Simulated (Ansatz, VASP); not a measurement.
## Ge in VASP and in Ansatz

The input INCAR:

```
ALGO     = Normal         # electronic algorithm
EDIFF    = 1E-7           # SCF threshold, eV
ENCUT    = 520            # plane-wave cutoff, eV
GGA      = PE             # functional
ISIF     = 2              # what is computed and relaxed
ISMEAR   = -1             # smearing method
LASPH    = True           # aspherical terms in the spheres
LCHARG   = False          # write CHGCAR
LREAL    = False          # projectors in reciprocal space
LWAVE    = False          # write WAVECAR
NBANDS   = 21             # bands
NELM     = 60             # most SCF steps
PREC     = Accurate       # precision mode
SIGMA    = 0.05           # smearing width, eV
```

The input KPOINTS:

```
k-points
0
Gamma
  11 11 11
```

Contents of POSCAR:

```
Ge
1.0
   -2.5124276075      2.6684188957      1.4464634826
    2.5124276075     -2.6684188957      1.4464634826
    2.5124276075      2.6684188957     -1.4464634826
Ge
2
Direct
    0.3140570000      0.0640570000      0.2500000000
    0.6859430000      0.9359430000      0.7500000000
```

The input input.yaml:

```yaml
crystal:
  lattice:
    - [-2.5124276075, 2.6684188957, 1.4464634826]
    - [2.5124276075, -2.6684188957, 1.4464634826]
    - [2.5124276075, 2.6684188957, -1.4464634826]
  atoms:
    - { symbol: Ge, position: [0.314057, 0.064057, 0.25] }
    - { symbol: Ge, position: [0.685943, 0.935943, 0.75] }
hamiltonian:
  xc: pbe
  pseudopotentials: { kind: paw }
kpoints:
  mp_grid: { grid: [11, 11, 11] }
scf:
  occupations: { method: fermi_dirac, width: 0.05 }
output:
  forces: true
  stress: true
  eigenvalues: true
  write_density: true
  write_potential: true
  elf: true
  volumetric_format: npy
```

Change from the starting cell: volume scaled by 1.02.

Alike in both runs: task single point; functional PBE; k mesh 11 × 11 × 11; occupations fermi-dirac, width 0.05 eV; no spin polarisation.

|  | VASP | Ansatz |
| --- | --- | --- |
| version | VASP 6.6.1 | Ansatz 0.2.0 |
| potentials or method | VASP PAW PBE potentials, release 64 (Ge_d) | Ansatz PAW |
| plane-wave cutoff (eV) | 520 | 420 |
| valence electrons in the cell | 28 | 28 |

```tsv
	VASP	Ansatz	Ansatz less VASP
gap on the k mesh at the Fermi level (eV)	none	none	-
pressure (GPa)	-0.2	-0.2	-0.02
largest component of the traceless stress (GPa)	1.12	1.12	-0.001
rms of the force components (eV/Å)	0.034	0.034	+0.0002
```

Atom by atom the forces differ by 0.000 eV/Å (rms over components). A gap of «none» marks a metal or a gap that the smearing closes.
